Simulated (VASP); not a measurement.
# SnTe (Fm-3m) in VASP: a series of runs

One crystal, SnTe, is run at these levels: PBE; tasks: single point.

All numbers are computed with VASP 6.6.1; they aren't measurements. Logs are shortened: lines on timing, memory, paths and dates and some standing lists are left out, and cuts for length are marked.

## Step 1: The structure

Symmetry: Fm-3m, No. 225, cubic system. Conventional cell: a = 6.302 Å, b = 6.302 Å, c = 6.302 Å, α = 90.00°, β = 90.00°, γ = 90.00°. Te (site symmetry m-3m) is surrounded by 6 Sn at 3.15 Å. Around Sn (site symmetry m-3m) lie 6 Te at 3.15 Å.

## Step 2: Single point, PBE

Contents of INCAR:

```
SYSTEM = SnTe
ADDGRID  = .False.      
ALGO     = Normal         ! electronic algorithm
EDIFF    = 1E-7           ! SCF threshold, eV
ENCUT    = 460            ! plane-wave cutoff, eV
GGA      = PE             ! functional
ISIF     = 2              ! what is computed and relaxed
ISMEAR   = 0              ! smearing method
LASPH    = .True.         ! aspherical terms in the spheres
LCHARG   = .False.        ! write CHGCAR
LREAL    = .False.        ! projectors in reciprocal space
LWAVE    = .False.        ! write WAVECAR
NELM     = 100            ! most SCF steps
PREC     = Accurate       ! precision mode
SIGMA    = 0.05           ! smearing width, eV
```

Contents of KPOINTS:

```
k-points
0
Gamma
  2 2 2
  0 0 0
```

Contents of POSCAR:

```
SnTe
1.0
    0.0000000000      3.1508500000      3.1508500000
    3.1508500000      0.0000000000      3.1508500000
    3.1508500000      3.1508500000      0.0000000000
Te Sn
1 1
Direct
    0.5000000000      0.5000000000      0.5000000000
    0.0000000000      0.0000000000      0.0000000000
```

Potentials or basis: VASP PAW PBE potentials, release 64 (Te, Sn_d).

Started as:

```console
> cat potpaw_PBE.64/Te/POTCAR potpaw_PBE.64/Sn_d/POTCAR > POTCAR
> mpirun -np 1 vasp_std > vasp.out
```

OUTCAR:

```text
SYSTEM = SnTe
   EDIFF = 1E-7
   ENCUT = 460
   GGA = PE
   ISIF = 2
   ISMEAR = 0
   LASPH = .True.
   LREAL = .False.
   NELM = 100
   PREC = Accurate

 Found      3 irreducible k-points:

 Following reciprocal coordinates:
            Coordinates               Weight
  0.000000  0.000000  0.000000      1.000000
  0.500000  0.000000  0.000000      4.000000
  0.500000  0.500000  0.000000      3.000000
   k-points           NKPTS =      3   k-points in BZ     NKDIM =      3   number of bands    NBANDS=     14
   number of dos      NEDOS =    301   number of ions     NIONS =      2
   total plane-waves  NPLWV =  32768
   dimension x,y,z NGX =    32 NGY =   32 NGZ =   32
   dimension x,y,z NGXF=    64 NGYF=   64 NGZF=   64
   ions per type =               1   1
   NGX,Y,Z   is equivalent  to a cutoff of  11.94, 11.94, 11.94 a.u.
   NGXF,Y,Z  is equivalent  to a cutoff of  23.88, 23.88, 23.88 a.u.
 SYSTEM =  SnTe
   PREC   = accura    normal or accurate (medium, high low for compatibility)
   ISTART =      0    job   : 0-new  1-cont  2-samecut
   ICHARG =      2    charge: 1-file 2-atom 10-const
   ISPIN  =      1    spin polarized calculation?
   LNONCOLLINEAR =      F non collinear calculations
   LSORBIT =      F    spin-orbit coupling
   LASPH  =      T    aspherical Exc in radial PAW
   ENCUT  =  460.0 eV  33.81 Ry    5.81 a.u.   7.79  7.79  7.79*2*pi/ulx,y,z
   NELM   =    100;   NELMIN=  2; NELMDL= -5     # of ELM steps
   EDIFF  = 0.1E-06   stopping-criterion for ELM
   LREAL  =      F    real-space projection
   EDIFFG = 0.1E-05   stopping-criterion for IOM
   NSW    =      0    number of steps for IOM
   IBRION =     -1    ionic relax: 0-MD 1-quasi-New 2-CG
   NFREE  =      0    steps in history (QN), initial steepest desc. (CG)
   ISIF   =      2    stress and relaxation
   ISYM   =      2    0-nonsym 1-usesym 2-fastsym
   POTIM  = 0.5000    time-step for ionic-motion
   TEBEG  =    0.0;   TEEND  =   0.0 temperature during run
   PSTRESS=    0.0 pullay stress
   NELECT =      20.0000    total number of electrons
   NUPDOWN=      -1.0000    fix difference up-down
   EMIN   =  10.00;   EMAX   =-10.00  energy-range for DOS
   EFERMI =   0.00;   METHOD = LEGACY
   ISMEAR =     0;   SIGMA  =   0.05  broadening in eV -4-tet -1-fermi 0-gaus
   EFERMI_NEDOS =   21; number of points for ismear=-14 and -15
   IALGO  =     38    algorithm
   IMIX   =      4    mixing-type and parameters
     AMIX     =   0.40;   BMIX     =  1.00
     AMIX_MAG =   1.60;   BMIX_MAG =  1.00
  volume/ion in A,a.u.               =      31.28       211.10
  Fermi-wavevector in a.u.,A,eV,Ry     =   1.119387  2.115336 17.048485  1.253028
  Thomas-Fermi vector in A             =   2.256026
   LORBIT       =      0    0 simple, 1 ext, 2 COOP (PROOUT), +10 PAW based schemes
   GGA     = PE    functional components
   LHFCALC =     F    Hartree Fock is set to
   AEXX    =    0.0000 exact exchange contribution
   IVDW    =     0    specifies the selected vdW correction
   LEPSILON=     F    determine dielectric tensor
   LRPA    =     F    only Hartree local field effects (RPA)
 non-spin polarized calculation
 Gauss-broadening in eV      SIGMA  =   0.05
  energy-cutoff  :      460.00
  volume of cell :       62.56
 maximum number of plane-waves:      1411
 NGX is ok and might be reduce to    32
   NGX = 15   NGY = 15   NGZ = 15

 number of electron      20.0000011 magnetization

 Free energy of the ion-electron system (eV)
  ---------------------------------------------------
  ext. energy  EPLUGINS =         0.00000000
  ---------------------------------------------------
  free energy    TOTEN  =        -5.63733748 eV

  energy without entropy =       -5.63514711  energy(sigma->0) =       -5.63624230

 E-fermi :   6.9600     XC(G=0):  -9.5419

 val. band max:        6.8800566976   @ k =   0.5000   0.0000   0.0000
 cond. band min:       7.0399188459   @ k =   0.5000   0.0000   0.0000
 fundamental gap:      0.1598621484
 Fermi energy:         6.9599877629

 k-point     1 :       0.0000    0.0000    0.0000
  band No.  band energies     occupation
      1     -15.5047      2.00000
      2     -15.5047      2.00000
      3     -15.4980      2.00000
      4     -15.4980      2.00000
      5     -15.4980      2.00000
      6      -5.7653      2.00000
      7       2.1596      2.00000
      8       4.8834      2.00000
      9       4.8834      2.00000
     10       4.8834      2.00000
     11      10.1859      0.00000
     12      10.1859      0.00000
     13      10.1859      0.00000
     14      11.6897      0.00000

 k-point     2 :       0.5000    0.0000    0.0000
  band No.  band energies     occupation
      1     -15.5093      2.00000
      2     -15.5093      2.00000
      3     -15.4964      2.00000
      4     -15.4915      2.00000
      5     -15.4915      2.00000
      6      -4.3855      2.00000
      7      -1.5449      2.00000
      8       5.2829      2.00000
      9       5.2829      2.00000
     10       6.8801      1.97623
     11       7.0399      0.02377
     12       7.1599      0.00000
     13       7.1599      0.00000
     14      14.7081      0.00000

 k-point     3 :       0.5000    0.5000    0.0000
  band No.  band energies     occupation
      1     -15.5199      2.00000
      2     -15.5016      2.00000
      3     -15.5002      2.00000
      4     -15.4879      2.00000
      5     -15.4879      2.00000
      6      -4.0908      2.00000
      7       0.2610      2.00000
      8       1.3778      2.00000
      9       3.2403      2.00000
     10       3.2403      2.00000
     11       9.0793      0.00000
     12      11.8173      0.00000
     13      11.8173      0.00000
     14      13.3425      0.00000

------------------------ aborting loop because EDIFF is reached ----------------------------------------

  FORCE on cell =-STRESS in cart. coord.  units (eV):
  Direction    XX          YY          ZZ          XY          YZ          ZX
  --------------------------------------------------------------------------------------
  -------------------------------------------------------------------------------------
  Total        2.1096449      2.1096449      2.1096449      0.0000000      0.0000000     -0.0000000
  in kB       54.0264903     54.0264903     54.0264903      0.0000000      0.0000000     -0.0000000
  external PRESSURE =      54.0264903 kB  Pullay stress =       0.0000000 kB

 VOLUME and BASIS-vectors are now :
 -----------------------------------------------------------------------------
  energy-cutoff  :      460.00
  volume of cell :       62.56
      direct lattice vectors                 reciprocal lattice vectors
     0.000000000  3.150850000  3.150850000    -0.158687338  0.158687338  0.158687338
     3.150850000  0.000000000  3.150850000     0.158687338 -0.158687338  0.158687338
     3.150850000  3.150850000  0.000000000     0.158687338  0.158687338 -0.158687338

 POSITION                                       TOTAL-FORCE (eV/Angst)
 -----------------------------------------------------------------------------------
      3.15085      3.15085      3.15085         0.000000     -0.000000      0.000000
      0.00000      0.00000      0.00000        -0.000000      0.000000     -0.000000
 -----------------------------------------------------------------------------------
    total drift:                                0.000000     -0.000000     -0.000000

  FREE ENERGIE OF THE ION-ELECTRON SYSTEM (eV)
  ---------------------------------------------------
  free  energy   TOTEN  =        -5.6373374812 eV

  energy  without entropy=       -5.6351471147  energy(sigma->0) =       -5.63624230
```

Run time: 5.5 s. Hardware: 1 thread of Intel Xeon Platinum 8488C (Sapphire Rapids), shared host; peak memory 0.17 GiB.

These settings aren't checked as converged: the numbers below hold their error.

What came out:

| Item | Value |
| --- | --- |
| Free energy | -5.6373 eV |
| Pressure | 5.4 GPa |
| Band gap on the k mesh | 0.16 eV, direct |

Caveat: the k mesh is coarse (spacing up to 0.86 Å⁻¹), so the values aren't converged; spin-orbit coupling is left out, which moves the levels of the heavy elements.

## Step 3: Single point, PBE

INCAR, as its differences from that of step 2:

```diff
@@ -4,3 +4,3 @@
 EDIFF    = 1E-7           ! SCF threshold, eV
-ENCUT    = 460            ! plane-wave cutoff, eV
+ENCUT    = 220            ! plane-wave cutoff, eV
 GGA      = PE             ! functional
```

Contents of KPOINTS:

```
k-points
0
Gamma
  3 3 3
  0 0 0
```

POSCAR is that of step 2.

Potentials or basis: VASP PAW PBE potentials, release 64 (Te, Sn_d).

Started as:

```console
> cat potpaw_PBE.64/Te/POTCAR potpaw_PBE.64/Sn_d/POTCAR > POTCAR
> mpirun -np 1 vasp_std > vasp.out
```

OUTCAR:

```text
SYSTEM = SnTe
   EDIFF = 1E-7
   ENCUT = 220
   GGA = PE
   ISIF = 2
   ISMEAR = 0
   LASPH = .True.
   LREAL = .False.
   NELM = 100
   PREC = Accurate

 Found      4 irreducible k-points:

 Following reciprocal coordinates:
            Coordinates               Weight
  0.000000  0.000000  0.000000      1.000000
  0.333333  0.000000  0.000000      8.000000
  0.333333  0.333333  0.000000      6.000000
 -0.333333  0.333333  0.000000     12.000000
[... 144 lines left out ...]

  FORCE on cell =-STRESS in cart. coord.  units (eV):
  Direction    XX          YY          ZZ          XY          YZ          ZX
  --------------------------------------------------------------------------------------
  -------------------------------------------------------------------------------------
  Total       -0.0954990     -0.0954990     -0.0954990      0.0000000      0.0000000     -0.0000000
  in kB       -2.4456620     -2.4456620     -2.4456620      0.0000000      0.0000000     -0.0000000
  external PRESSURE =      -2.4456620 kB  Pullay stress =       0.0000000 kB

 VOLUME and BASIS-vectors are now :
 -----------------------------------------------------------------------------
  energy-cutoff  :      220.00
  volume of cell :       62.56
      direct lattice vectors                 reciprocal lattice vectors
     0.000000000  3.150850000  3.150850000    -0.158687338  0.158687338  0.158687338
     3.150850000  0.000000000  3.150850000     0.158687338 -0.158687338  0.158687338
     3.150850000  3.150850000  0.000000000     0.158687338  0.158687338 -0.158687338

 POSITION                                       TOTAL-FORCE (eV/Angst)
 -----------------------------------------------------------------------------------
      3.15085      3.15085      3.15085        -0.000000     -0.000000     -0.000000
      0.00000      0.00000      0.00000         0.000000      0.000000      0.000000
 -----------------------------------------------------------------------------------
    total drift:                                0.000000     -0.000000     -0.000000

  FREE ENERGIE OF THE ION-ELECTRON SYSTEM (eV)
  ---------------------------------------------------
  free  energy   TOTEN  =        -7.6023450856 eV

  energy  without entropy=       -7.6023450856  energy(sigma->0) =       -7.60234509
```

Run time: 2.7 s. Hardware: 1 thread of Intel Xeon Platinum 8488C (Sapphire Rapids), shared host; peak memory 0.12 GiB.

The run converged, but a check on its numbers failed (symmetry, net force, bounds or a known fault of this set-up), so they aren't taken as properties of the crystal.

Caveat: the k mesh is coarse (spacing up to 0.58 Å⁻¹), so the values aren't converged; the cutoff lies under the usual one of these potentials, so the numbers hold a large basis-set error; this odd mesh misses L, where the gap lies, so gap, dielectric constants and Born charges aren't listed.

[end of part 1 of 2]
